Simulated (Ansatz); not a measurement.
## FeO in Ansatz: the effect of functional

FeO:

```
Fe O
1.0
     0.00000    2.15540    2.15540
     2.15540    0.00000    2.15540
     2.15540    2.15540    0.00000
Fe O
1 1
Direct
  0.00000 0.00000 0.00000
  0.50000 0.50000 0.50000
```

Alike in all runs:

```yaml
Program: Ansatz 0.2.0
Task: band structure
Potentials_or_basis: Ansatz PAW
Cutoff: "420 eV (not typed: the program's choice for these potentials)"
k_mesh: 6 × 6 × 6
Occupations: fermi-dirac, width 0.05 eV
Spin: collinear spin, ferromagnetic start
Starting_moments: "[3.0, 0.0] μB"
```

```csv
functional,pressure (GPa)
LDA,-15.4
PBE,0.0
PBEsol,-8.2
RPBE,?
revPBE,4.1
BLYP,7.0
```

Task: What does the run with functional RPBE give?

Result: Pressure 5.6 GPa.

Caveats: all runs use coarse meshes; a cell with one magnetic atom can't hold antiferromagnetic order, which such compounds often take; the PAW data sets come from PBE, with cores solved anew for the run's functional, which leaves a small shift of forces and pressure (some runs).
